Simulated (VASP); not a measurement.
# HC18N in VASP: notebook

Runs on HC18N. Level: PBEsol. Tasks: single point.

Everything below comes from runs of VASP 6.6.1. Logs are shortened: lines on timing, memory, paths and dates and some standing lists are left out, and cuts for length are marked.

## 1. The slab as given

The cell holds a slab with vacuum, 20 atoms: a = 7.398 Å, b = 7.398 Å, c = 12.000 Å, α = 90.00°, β = 90.00°, γ = 120.00°.

The cell was built by a generator and needn't be a form met in nature.

## 2. Single point, PBEsol

Input file INCAR:

```
SYSTEM = HC18N
PREC = Accurate
ENCUT = 520
EDIFF = 1E-7
ISMEAR = -1
SIGMA = 0.02
LREAL = Auto
LASPH = .True.
NELM = 100
ALGO = Fast
ISIF = 2
LWAVE = .False.
LCHARG = .False.
GGA = PS
NBANDS = 55
```

Input file KPOINTS:

```
regular mesh
0
Gamma
  2 2 1
  0 0 0
```

Input file POSCAR:

```
HC18N
1.0
    7.3980000000      0.0000000000      0.0000000000
   -3.6990000000      6.4068560000      0.0000000000
    0.0000000000      0.0000000000     12.0000000000
C N H
18 1 1
Direct
    0.0127339636      0.0145647101      0.0797210000
    0.2357899362      0.1330754117      0.1026974167
    0.0154258334      0.3495391499      0.0739422500
    0.2404910809      0.4623163062      0.0745904167
    0.0117383915      0.6812413140      0.0714949167
    0.2339761027      0.7882995966      0.0998318333
    0.3565789243      0.0190686352      0.1040807500
    0.5766103238      0.1314020481      0.0748191667
    0.3524383995      0.3550206217      0.0774732500
    0.5711023976      0.4620288016      0.0729783333
    0.3508157547      0.6803652213      0.0790916667
    0.5710215634      0.7934326915      0.0735396667
    0.6831156264      0.0178962973      0.0716718333
    0.9043595953      0.1278730160      0.0736406667
    0.6827841266      0.3490329734      0.0712904167
    0.9049303944      0.4603217241      0.0699763333
    0.6809979504      0.6830770038      0.0695477500
    0.9045842542      0.7945491517      0.0713557500
    0.2978638072      0.0793223697      0.2080390000
    0.1975022438     -0.2139041364      0.1954950833
```

Potentials or basis: VASP PAW PBE potentials, release 64 (C, N, H).

The run is started by

```
$ cat potpaw_PBE.64/C/POTCAR potpaw_PBE.64/N/POTCAR potpaw_PBE.64/H/POTCAR > POTCAR
$ mpirun -np 1 vasp_std > vasp.out
```

OUTCAR:

```text
SYSTEM = HC18N
   PREC = Accurate
   ENCUT = 520
   EDIFF = 1E-7
   ISMEAR = -1
   LREAL = Auto
   LASPH = .True.
   NELM = 100
   ISIF = 2
   GGA = PS

 ion  position               nearest neighbor table
   1  0.013  0.015  0.080-  18 1.41  14 1.42   2 1.46
   2  0.236  0.133  0.103-   9 1.45   1 1.46  19 1.47   7 1.50
   3  0.015  0.350  0.074-  16 1.42  14 1.42   4 1.44
   4  0.240  0.462  0.075-  11 1.40   9 1.41   3 1.44
   5  0.012  0.681  0.071-  18 1.41  16 1.42   6 1.46
   6  0.234  0.788  0.100-  20 1.18  11 1.46   5 1.46   7 1.48
   7  0.357  0.019  0.104-   8 1.45  19 1.46   6 1.48   2 1.50
   8  0.577  0.131  0.075-  15 1.40  13 1.41   7 1.45
   9  0.352  0.355  0.077-  10 1.40   4 1.41   2 1.45
  10  0.571  0.462  0.073-   9 1.40  17 1.42  15 1.44
  11  0.351  0.680  0.079-   4 1.40  12 1.41   6 1.46
  12  0.571  0.793  0.074-  17 1.41  11 1.41  13 1.44
  13  0.683  0.018  0.072-   8 1.41  14 1.42  12 1.44
  14  0.904  0.128  0.074-  13 1.42   3 1.42   1 1.42
  15  0.683  0.349  0.071-   8 1.40  16 1.42  10 1.44
  16  0.905  0.460  0.070-   5 1.42   3 1.42  15 1.42
  17  0.681  0.683  0.070-  12 1.41  10 1.42  18 1.43
  18  0.905  0.795  0.071-   5 1.41   1 1.41  17 1.43
  19  0.298  0.079  0.208-   7 1.46   2 1.47
  20  0.198  0.786  0.195-   6 1.18

  LATTYP: Found a hexagonal cell.
 ALAT       =     7.3980000000
 C/A-ratio  =     1.6220600162

  Lattice vectors:

 A1 = (   7.3980000000,   0.0000000000,   0.0000000000)
 A2 = (  -3.6990000000,   6.4068560000,   0.0000000000)
 A3 = (   0.0000000000,   0.0000000000,  12.0000000000)

Analysis of symmetry for initial positions (statically):
=====================================================================
 Subroutine PRICEL returns:
 Original cell was already a primitive cell.

 Routine SETGRP: Setting up the symmetry group for a
 hexagonal supercell.

 Subroutine GETGRP returns: Found  1 space group operations
 (whereof  1 operations were pure point group operations)
 out of a pool of 24 trial point group operations.

The static configuration has the point symmetry C_1 .

Analysis of symmetry for dynamics (positions and initial velocities):
=====================================================================
 Subroutine PRICEL returns:
 Original cell was already a primitive cell.

 Routine SETGRP: Setting up the symmetry group for a
 hexagonal supercell.

 Subroutine GETGRP returns: Found  1 space group operations
 (whereof  1 operations were pure point group operations)
 out of a pool of 24 trial point group operations.

The dynamic configuration has the point symmetry C_1 .

 Subroutine INISYM returns: Found  1 space group operations
 (whereof  1 operations are pure point group operations),
 and found     1 'primitive' translations

----------------------------------------------------------------------------------------

                                     Primitive cell

  volume of cell :     568.7750

  direct lattice vectors                    reciprocal lattice vectors
     7.398000000  0.000000000  0.000000000     0.135171668  0.078041398  0.000000000
    -3.699000000  6.406856000  0.000000000     0.000000000  0.156082796  0.000000000
     0.000000000  0.000000000 12.000000000     0.000000000  0.000000000  0.083333333

  length of vectors
     7.398000000  7.398000054 12.000000000     0.156082797  0.156082796  0.083333333

  position of ions in fractional coordinates (direct lattice)
     0.012733964  0.014564710  0.079721000
     0.235789936  0.133075412  0.102697417
     0.015425833  0.349539150  0.073942250
     0.240491081  0.462316306  0.074590417
     0.011738392  0.681241314  0.071494917
     0.233976103  0.788299597  0.099831833
[... 12 lines left out ...]
     0.297863807  0.079322370  0.208039000
     0.197502244  0.786095864  0.195495083

  ion indices of the primitive-cell ions
   primitive index   ion index
                 1           1
                 2           2
                 3           3
                 4           4
                 5           5
                 6           6
[... 12 lines left out ...]
                19          19
                20          20

----------------------------------------------------------------------------------------

 KPOINTS: regular mesh

Automatic generation of k-mesh.
 Grid dimensions read from file:
 generate k-points for:    2    2    1

 Generating k-lattice:

  Cartesian coordinates                     Fractional coordinates (reciprocal lattice)
     0.067585834  0.039020699  0.000000000     0.500000000  0.000000000  0.000000000
     0.000000000  0.078041398  0.000000000     0.000000000  0.500000000  0.000000000
     0.000000000  0.000000000  0.083333333     0.000000000  0.000000000  1.000000000

  Length of vectors
     0.078041399  0.078041398  0.083333333

  Shift w.r.t. Gamma in fractional coordinates (k-lattice)
     0.000000000  0.000000000  0.000000000

 Subroutine IBZKPT returns following result:
 ===========================================

 Found      4 irreducible k-points:

 Following reciprocal coordinates:
            Coordinates               Weight
  0.000000  0.000000  0.000000      1.000000
  0.500000  0.000000  0.000000      1.000000
  0.000000  0.500000  0.000000      1.000000
  0.500000  0.500000  0.000000      1.000000
   k-points           NKPTS =      4   k-points in BZ     NKDIM =      4   number of bands    NBANDS=     55
   number of dos      NEDOS =    301   number of ions     NIONS =     20
   total plane-waves  NPLWV = 282240
   dimension x,y,z NGX =    56 NGY =   56 NGZ =   90
   dimension x,y,z NGXF=   112 NGYF=  112 NGZF=  180
   ions per type =              18   1   1
   NGX,Y,Z   is equivalent  to a cutoff of  12.58, 12.58, 12.47 a.u.
   NGXF,Y,Z  is equivalent  to a cutoff of  25.17, 25.17, 24.94 a.u.
 SYSTEM =  HC18N
   PREC   = accura    normal or accurate (medium, high low for compatibility)
   ISTART =      0    job   : 0-new  1-cont  2-samecut
   ICHARG =      2    charge: 1-file 2-atom 10-const
   ISPIN  =      1    spin polarized calculation?
   LNONCOLLINEAR =      F non collinear calculations
   LSORBIT =      F    spin-orbit coupling
   LASPH  =      T    aspherical Exc in radial PAW
   ENCUT  =  520.0 eV  38.22 Ry    6.18 a.u.  13.76 13.76 22.31*2*pi/ulx,y,z
   NELM   =    100;   NELMIN=  2; NELMDL= -5     # of ELM steps
   EDIFF  = 0.1E-06   stopping-criterion for ELM
   LREAL  =      T    real-space projection
   EDIFFG = 0.1E-05   stopping-criterion for IOM
   NSW    =      0    number of steps for IOM
   IBRION =     -1    ionic relax: 0-MD 1-quasi-New 2-CG
   NFREE  =      0    steps in history (QN), initial steepest desc. (CG)
   ISIF   =      2    stress and relaxation
   ISYM   =      2    0-nonsym 1-usesym 2-fastsym
   POTIM  = 0.5000    time-step for ionic-motion
   TEBEG  =    0.0;   TEEND  =   0.0 temperature during run
   PSTRESS=    0.0 pullay stress
   NELECT =      78.0000    total number of electrons
   NUPDOWN=      -1.0000    fix difference up-down
   EMIN   =  10.00;   EMAX   =-10.00  energy-range for DOS
   EFERMI =   0.00;   METHOD = LEGACY
   ISMEAR =    -1;   SIGMA  =   0.02  broadening in eV -4-tet -1-fermi 0-gaus
   EFERMI_NEDOS =   21; number of points for ismear=-14 and -15
   IALGO  =     68    algorithm
   IMIX   =      4    mixing-type and parameters
     AMIX     =   0.40;   BMIX     =  1.00
     AMIX_MAG =   1.60;   BMIX_MAG =  1.00
  volume/ion in A,a.u.               =      28.44       191.91
  Fermi-wavevector in a.u.,A,eV,Ry     =   0.844228  1.595359  9.697146  0.712720
  Thomas-Fermi vector in A             =   1.959222
   LORBIT       =      0    0 simple, 1 ext, 2 COOP (PROOUT), +10 PAW based schemes
   GGA     = PS    functional components
   LHFCALC =     F    Hartree Fock is set to
   AEXX    =    0.0000 exact exchange contribution
   IVDW    =     0    specifies the selected vdW correction
   LEPSILON=     F    determine dielectric tensor
   LRPA    =     F    only Hartree local field effects (RPA)
 non-spin polarized calculation
 RMM-DIIS sequential band-by-band and
  energy-cutoff  :      520.00
  volume of cell :      568.78
 maximum number of plane-waves:     15363
 NGX is ok and might be reduce to    56
   NGX = 27   NGY = 27   NGZ = 45

 number of electron      78.0000001 magnetization

 Free energy of the ion-electron system (eV)
  ---------------------------------------------------
  ext. energy  EPLUGINS =         0.00000000
  ---------------------------------------------------
  free energy    TOTEN  =      -180.31933797 eV

  energy without entropy =     -180.31933680  energy(sigma->0) =     -180.31933739

 E-fermi :  -2.1322     XC(G=0):  -3.8345

 val. band max:       -2.3916121067   @ k =   0.0000   0.0000   0.0000
 cond. band min:      -1.8847870617   @ k =   0.0000   0.0000   0.0000
 fundamental gap:      0.5068250450
 Fermi energy:        -2.1321516439

 k-point     1 :       0.0000    0.0000    0.0000
  band No.  band energies     occupation
      1     -22.6089      2.00000
      2     -20.8202      2.00000
      3     -19.1666      2.00000
      4     -19.0578      2.00000
      5     -18.9253      2.00000
      6     -18.8862      2.00000
[... 43 lines left out ...]
     50       4.4850      0.00000
     51       5.2267      0.00000

 k-point     2 :       0.5000    0.0000    0.0000
  band No.  band energies     occupation
      1     -22.5218      2.00000
      2     -20.8667      2.00000
      3     -20.2324      2.00000
      4     -19.6450      2.00000
      5     -18.5028      2.00000
      6     -17.2578      2.00000
[... 43 lines left out ...]
     50       3.9471      0.00000
     51       4.3264      0.00000

 k-point     3 :       0.0000    0.5000    0.0000
  band No.  band energies     occupation
      1     -22.5142      2.00000
      2     -20.9338      2.00000
      3     -20.1926      2.00000
      4     -19.5699      2.00000
      5     -18.5619      2.00000
      6     -17.2370      2.00000
[... 43 lines left out ...]
     50       4.0630      0.00000
     51       4.2857      0.00000

 k-point     4 :       0.5000    0.5000    0.0000
  band No.  band energies     occupation
      1     -22.5159      2.00000
      2     -20.9031      2.00000
      3     -20.2093      2.00000
      4     -19.6734      2.00000
      5     -18.3731      2.00000
      6     -17.3277      2.00000
[... 43 lines left out ...]
     50       4.2916      0.00000
     51       4.3377      0.00000
 [bands above 51 left out]

------------------------ aborting loop because EDIFF is reached ----------------------------------------

  FORCE on cell =-STRESS in cart. coord.  units (eV):
  Direction    XX          YY          ZZ          XY          YZ          ZX
  --------------------------------------------------------------------------------------
  -------------------------------------------------------------------------------------
  Total        3.3170813      3.5233503      0.1534359      1.1148370     -0.2047138      0.1343615
  in kB        9.3438565      9.9248937      0.4322122      3.1403743     -0.5766564      0.3784816
  external PRESSURE =       6.5669875 kB  Pullay stress =       0.0000000 kB

 VOLUME and BASIS-vectors are now :
 -----------------------------------------------------------------------------
  energy-cutoff  :      520.00
  volume of cell :      568.78
      direct lattice vectors                 reciprocal lattice vectors
     7.398000000  0.000000000  0.000000000     0.135171668  0.078041398  0.000000000
    -3.699000000  6.406856000  0.000000000     0.000000000  0.156082796  0.000000000
     0.000000000  0.000000000 12.000000000     0.000000000  0.000000000  0.083333333

 POSITION                                       TOTAL-FORCE (eV/Angst)
 -----------------------------------------------------------------------------------
      0.04033      0.09331      0.95665         0.009351      0.024897      0.007236
      1.25213      0.85259      1.23237        -0.092967      0.072983     -0.134684
     -1.17882      2.23945      0.88731         0.000758      0.015339     -0.012978
      0.06904      2.96199      0.89509        -0.014915      0.017352     -0.051379
     -2.43307      4.36462      0.85794        -0.016475     -0.004431     -0.013589
     -1.18497      5.05052      1.19798         0.008787     -0.009921      0.087901
[... 12 lines left out ...]
      1.91018      0.50821      2.49647        -0.063356      0.133414      0.181749
     -1.44665      5.03640      2.34594         0.174568     -0.303074      0.020811
 -----------------------------------------------------------------------------------
    total drift:                               -0.014532     -0.012269      0.009133

  FREE ENERGIE OF THE ION-ELECTRON SYSTEM (eV)
  ---------------------------------------------------
  free  energy   TOTEN  =      -180.3193379707 eV

  energy  without entropy=     -180.3193368041  energy(sigma->0) =     -180.31933739
```

Run time: 3.5 min. Hardware: 1 thread of Intel Xeon 6975P-C (Granite Rapids), shared host; peak memory 0.62 GiB.

Results:

* Free energy: -180.3193 eV
* Largest force: 0.350 eV/Å
* Band gap on the k mesh: 0.51 eV, direct

Forces in eV/Å, atoms in the order of the input:
```
C    0.009  0.025  0.007
C   -0.093  0.073 -0.135
C    0.001  0.015 -0.013
C   -0.015  0.017 -0.051
C   -0.016 -0.004 -0.014
C    0.009 -0.010  0.088
C    0.048 -0.017  0.023
C   -0.024 -0.014  0.016
C   -0.009 -0.001 -0.071
C    0.021  0.009 -0.029
C    0.006  0.010 -0.013
C   -0.006  0.019 -0.003
C   -0.015 -0.005  0.018
C   -0.004  0.014  0.005
C   -0.023  0.010 -0.010
C   -0.008  0.010 -0.014
C    0.005  0.009 -0.004
C    0.004  0.009 -0.003
N   -0.063  0.133  0.182
H    0.175 -0.303  0.021
```

Levels at points of the mesh, in eV from the valence-band top:
```
           k point  band 37  band 38  band 39  band 40  band 41  band 42
(0.00, 0.00, 0.00)    -1.21    -0.15     0.00     0.51     1.49     3.01
(0.50, 0.00, 0.00)    -1.95    -1.23    -0.17     0.90     2.42     2.68
(0.00, 0.50, 0.00)    -1.91    -1.07    -0.16     0.87     2.23     2.61
(0.50, 0.50, 0.00)    -2.00    -0.89     0.00     0.67     2.31     2.64
```

Caveat: the k mesh is coarse (spacing up to 0.49 Å⁻¹), so the values aren't converged; the PAW data sets were made with another functional, which shifts forces and pressure a little. A hybrid or GW would open this gap; PBEsol tends to underestimate it.

## 3. Single point, PBEsol

Input file INCAR:

```
PREC = Accurate
ENCUT = 520
EDIFF = 1E-6
ISMEAR = -1
SIGMA = 0.02
LREAL = Auto
LASPH = T
NELM = 100
ALGO = Fast
ISIF = 2
LWAVE = F
LCHARG = T
GGA = PS
LELF = T
LVHAR = T
NBANDS = 55
```

Input file KPOINTS:

```
regular mesh
0
Gamma
  2 2 1
```

Input file POSCAR:

```
HC18N
1.0
    7.3980000000      0.0000000000      0.0000000000
   -3.6990000000      6.4068560000      0.0000000000
    0.0000000000      0.0000000000     12.0000000000
C N H
18 1 1
Direct
    0.0121407956      0.0126300638      0.0789397500
    0.2351560854      0.1319661313      0.0999102500
    0.0142982328      0.3469714319      0.0725445000
    0.2396842307      0.4599269907      0.0717186667
    0.0101464800      0.6782902566      0.0714184167
    0.2327850112      0.7842937316      0.1023103333
    0.3540063303      0.0158742447      0.1068973333
    0.5744417884      0.1279387269      0.0760221667
    0.3514836383      0.3526398908      0.0740508333
    0.5705367376      0.4596179468      0.0711744167
    0.3504172781      0.6776785681      0.0773171667
    0.5701990363      0.7906862586      0.0726971667
    0.6815186920      0.0152385195      0.0720057500
    0.9032131222      0.1254584152      0.0729249167
    0.6811376320      0.3459703168      0.0706763333
    0.9032848299      0.4574404357      0.0691442500
    0.6803983492      0.6804338977      0.0685411667
    0.9040287650      0.7917493385      0.0710820000
    0.2955000637      0.0827043717      0.2072301667
    0.1984233662     -0.2347296396      0.1960330000
```

Potentials or basis: VASP PAW PBE potentials, release 64 (C, N, H).

The run is started by

```
$ cat potpaw_PBE.64/C/POTCAR potpaw_PBE.64/N/POTCAR potpaw_PBE.64/H/POTCAR > POTCAR
$ mpirun -np 1 vasp_std > vasp.out
```

It took 3.2 min on 1 thread of Intel Xeon 6975P-C (Granite Rapids), shared host; peak memory 0.6 GiB.

Results (log left out):

```yaml
Free_energy: -180.3951 eV
Largest_force: 0.334 eV/Å
Band_gap_on_the_k_mesh: 0.44 eV, indirect (least direct gap 0.55 eV)
```

Forces on the atoms (eV/Å):
```
C    0.001  0.025 -0.011
C   -0.084  0.065 -0.144
C    0.002  0.011 -0.021
C   -0.014  0.011 -0.069
C   -0.006  0.008  0.005
C    0.010 -0.011  0.083
C    0.053 -0.045  0.014
C   -0.027 -0.009  0.035
C   -0.004  0.007 -0.089
C    0.012  0.014 -0.031
C    0.001  0.016 -0.038
C    0.005  0.013 -0.009
C   -0.018  0.003  0.025
C   -0.005  0.017 -0.001
C   -0.016  0.005 -0.003
C   -0.005  0.002 -0.009
C    0.004  0.013 -0.005
C   -0.003  0.012  0.003
N   -0.090  0.115  0.195
H    0.181 -0.272  0.069
```

Levels at points of the mesh, in eV from the valence-band top:
```
           k point  band 36  band 37  band 38  band 39  band 40  band 41  band 42  band 43
(0.00, 0.00, 0.00)    -2.45    -1.32    -0.19    -0.11     0.44     1.38     2.93     4.02
(0.50, 0.00, 0.00)    -2.20    -2.01    -1.37    -0.15     0.75     2.33     2.58     2.85
(0.00, 0.50, 0.00)    -2.17    -1.94    -1.16    -0.13     0.63     2.15     2.52     2.88
(0.50, 0.50, 0.00)    -2.17    -2.03    -1.01     0.00     0.56     2.22     2.50     2.80
```

Caveat: the k mesh is coarse (spacing up to 0.49 Å⁻¹), so the values aren't converged; the PAW data sets were made with another functional, which shifts forces and pressure a little.

[end of part 1 of 2]
